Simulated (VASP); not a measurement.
# Al (Fm-3m) in VASP: notebook

Runs on Al. Level: PBE. Tasks: single point.

Everything below comes from runs of VASP 6.6.1. Logs are shortened: lines on timing, memory, paths and dates and some standing lists are left out, and cuts for length are marked.

## Step 1: The undisturbed crystal

It takes space group Fm-3m (No. 225, cubic). The conventional cell has a = 4.050 Å, b = 4.050 Å, c = 4.050 Å, α = 90.00°, β = 90.00°, γ = 90.00°. Around Al (site symmetry m-3m) lie 12 Al at 2.86 Å.

## Step 2: Single point, PBE (a relaxed cell with its volume scaled by 1.06)

INCAR

```
PREC     = Accurate       # precision mode
ENCUT    = 520            # plane-wave cutoff, eV
EDIFF    = 1E-7           # SCF threshold, eV
ISMEAR   = 0              # smearing method
SIGMA    = 0.1            # smearing width, eV
LREAL    = False          # projectors in reciprocal space
LASPH    = True           # aspherical terms in the spheres
NELM     = 100            # most SCF steps
ALGO     = Normal         # electronic algorithm
ISIF     = 2              # what is computed and relaxed
LWAVE    = False          # write WAVECAR
LCHARG   = False          # write CHGCAR
GGA      = PE             # functional
NBANDS   = 8              # bands
```

KPOINTS

```
regular mesh
0
Gamma
  4 4 4
```

POSCAR

```
Al                                      
1.0
    0.0000000000      2.0664416853      2.0664416853
    2.0664416853      0.0000000000      2.0664416853
    2.0664416853      2.0664416853      0.0000000000
  Al            
     1
Direct
     0.0000000000000000    0.0000000000000000    0.0000000000000000
```

Potentials or basis: VASP PAW PBE potentials, release 64 (Al).

The run is started by

```
cat potpaw_PBE.64/Al/POTCAR > POTCAR
mpirun -np 1 vasp_std > vasp.out
```

OUTCAR:

```text
PREC = Accurate
   ENCUT = 520
   EDIFF = 1E-7
   ISMEAR = 0
   LREAL = False
   LASPH = True
   NELM = 100
   ISIF = 2
   GGA = PE

 ion  position               nearest neighbor table
   1  0.000  0.000  0.000-

  LATTYP: Found a face centered cubic cell.
 ALAT       =     4.1328833706

  Lattice vectors:

 A1 = (   0.0000000000,   2.0664416853,   2.0664416853)
 A2 = (   2.0664416853,   0.0000000000,   2.0664416853)
 A3 = (   2.0664416853,   2.0664416853,   0.0000000000)

Analysis of symmetry for initial positions (statically):
=====================================================================
 Subroutine PRICEL returns:
 Original cell was already a primitive cell.

 Routine SETGRP: Setting up the symmetry group for a
 face centered cubic supercell.

 Subroutine GETGRP returns: Found 48 space group operations
 (whereof 48 operations were pure point group operations)
 out of a pool of 48 trial point group operations.

The static configuration has the point symmetry O_h .

Analysis of symmetry for dynamics (positions and initial velocities):
=====================================================================
 Subroutine PRICEL returns:
 Original cell was already a primitive cell.

 Routine SETGRP: Setting up the symmetry group for a
 face centered cubic supercell.

 Subroutine GETGRP returns: Found 48 space group operations
 (whereof 48 operations were pure point group operations)
 out of a pool of 48 trial point group operations.

The dynamic configuration has the point symmetry O_h .

 Subroutine INISYM returns: Found 48 space group operations
 (whereof 48 operations are pure point group operations),
 and found     1 'primitive' translations

----------------------------------------------------------------------------------------

                                     Primitive cell

  volume of cell :      17.6482

  direct lattice vectors                    reciprocal lattice vectors
     0.000000000  2.066441685  2.066441685    -0.241961824  0.241961824  0.241961824
     2.066441685  0.000000000  2.066441685     0.241961824 -0.241961824  0.241961824
     2.066441685  2.066441685  0.000000000     0.241961824  0.241961824 -0.241961824

  length of vectors
     2.922389857  2.922389857  2.922389857     0.419090173  0.419090173  0.419090173

[... 60 lines left out ...]
   NELM   =    100;   NELMIN=  2; NELMDL= -5     # of ELM steps
   EDIFF  = 0.1E-06   stopping-criterion for ELM
   LREAL  =      F    real-space projection
   EDIFFG = 0.1E-05   stopping-criterion for IOM
   NSW    =      0    number of steps for IOM
   IBRION =     -1    ionic relax: 0-MD 1-quasi-New 2-CG
   NFREE  =      0    steps in history (QN), initial steepest desc. (CG)
   ISIF   =      2    stress and relaxation
   ISYM   =      2    0-nonsym 1-usesym 2-fastsym
   POTIM  = 0.5000    time-step for ionic-motion
   TEBEG  =    0.0;   TEEND  =   0.0 temperature during run
   PSTRESS=    0.0 pullay stress
   NELECT =       3.0000    total number of electrons
   NUPDOWN=      -1.0000    fix difference up-down
   EMIN   =  10.00;   EMAX   =-10.00  energy-range for DOS
   EFERMI =   0.00;   METHOD = LEGACY
   ISMEAR =     0;   SIGMA  =   0.10  broadening in eV -4-tet -1-fermi 0-gaus
   EFERMI_NEDOS =   21; number of points for ismear=-14 and -15
   IALGO  =     38    algorithm
   IMIX   =      4    mixing-type and parameters
     AMIX     =   0.40;   BMIX     =  1.00
     AMIX_MAG =   1.60;   BMIX_MAG =  1.00
  volume/ion in A,a.u.               =      17.65       119.10
  Fermi-wavevector in a.u.,A,eV,Ry     =   0.906878  1.713751 11.189803  0.822427
  Thomas-Fermi vector in A             =   2.030618
   LORBIT       =      0    0 simple, 1 ext, 2 COOP (PROOUT), +10 PAW based schemes
   GGA     = PE    functional components
   LHFCALC =     F    Hartree Fock is set to
   AEXX    =    0.0000 exact exchange contribution
   IVDW    =     0    specifies the selected vdW correction
   LEPSILON=     F    determine dielectric tensor
   LRPA    =     F    only Hartree local field effects (RPA)
 non-spin polarized calculation
 Gauss-broadening in eV      SIGMA  =   0.10
  energy-cutoff  :      520.00
  volume of cell :       17.65
 maximum number of plane-waves:       531
 NGX is ok and might be reduce to    24
   NGX = 11   NGY = 11   NGZ = 11

 number of electron       3.0000000 magnetization

 Free energy of the ion-electron system (eV)
  ---------------------------------------------------
  ext. energy  EPLUGINS =         0.00000000
  ---------------------------------------------------
  free energy    TOTEN  =        -3.44661964 eV

  energy without entropy =       -3.42944000  energy(sigma->0) =       -3.43802982

 E-fermi :   6.6622     XC(G=0):  -9.9532

 val. band max:        6.5953368858   @ k =   0.5000   0.2500   0.0000
 cond. band min:       7.6011638916   @ k =  -0.2500   0.5000   0.2500
 fundamental gap:      1.0058270058
 Fermi energy:         6.6621955279

 k-point     1 :       0.0000    0.0000    0.0000
  band No.  band energies     occupation
      1      -3.3590      2.00000
      2      19.5723      0.00000
      3      19.5723      0.00000
      4      19.5723      0.00000
      5      20.5685      0.00000
      6      20.5685      0.00000
      7      20.5685      0.00000
      8      23.3121      0.00000
[... 67 lines left out ...]
 k-point     8 :      -0.2500    0.5000    0.2500
  band No.  band energies     occupation
      1       6.5590      1.85545
      2       6.5590      1.85545
      3       7.6012      0.00000
      4       8.0620      0.00000
      5      22.5527      0.00000
      6      22.5527      0.00000
      7      22.8379      0.00000
      8      24.9162      0.00000

------------------------ aborting loop because EDIFF is reached ----------------------------------------

  FORCE on cell =-STRESS in cart. coord.  units (eV):
  Direction    XX          YY          ZZ          XY          YZ          ZX
  --------------------------------------------------------------------------------------
  -------------------------------------------------------------------------------------
  Total       -0.4611420     -0.4611420     -0.4611420     -0.0000000      0.0000000     -0.0000000
  in kB      -41.8644855    -41.8644855    -41.8644855     -0.0000000      0.0000000     -0.0000000
  external PRESSURE =     -41.8644855 kB  Pullay stress =       0.0000000 kB

 VOLUME and BASIS-vectors are now :
 -----------------------------------------------------------------------------
  energy-cutoff  :      520.00
  volume of cell :       17.65
      direct lattice vectors                 reciprocal lattice vectors
     0.000000000  2.066441685  2.066441685    -0.241961824  0.241961824  0.241961824
     2.066441685  0.000000000  2.066441685     0.241961824 -0.241961824  0.241961824
     2.066441685  2.066441685  0.000000000     0.241961824  0.241961824 -0.241961824

 POSITION                                       TOTAL-FORCE (eV/Angst)
 -----------------------------------------------------------------------------------
      0.00000      0.00000      0.00000         0.000000      0.000000      0.000000
 -----------------------------------------------------------------------------------
    total drift:                                0.000000     -0.000000      0.000000

  FREE ENERGIE OF THE ION-ELECTRON SYSTEM (eV)
  ---------------------------------------------------
  free  energy   TOTEN  =        -3.4466196437 eV

  energy  without entropy=       -3.4294400037  energy(sigma->0) =       -3.43802982
```

Run time: 1.5 s. Hardware: 1 thread of Intel Xeon 6975P-C (Granite Rapids), shared host; peak memory 0.12 GiB.

What came out:

| Item | Value |
| --- | --- |
| Free energy | -3.4466 eV |
| Pressure | -4.2 GPa |
| Band gap on the k mesh | none (metal or under the smearing width) |

Levels at points of the mesh, in eV from the Fermi level:
```csv
k point,band 1,band 2,band 3,band 4,band 5,band 6
"(0.00, 0.00, 0.00)",-10.02,12.91,12.91,12.91,13.91,13.91
"(0.50, 0.00, 0.00)",-3.67,-3.63,11.37,11.37,11.81,11.81
"(0.50, 0.50, 0.00)",-2.10,-0.94,5.90,5.95,5.95,9.12
```

Caveat: the k mesh is coarse (spacing up to 0.66 Å⁻¹), so the values aren't converged.

(Continued in part 2 of 2.)
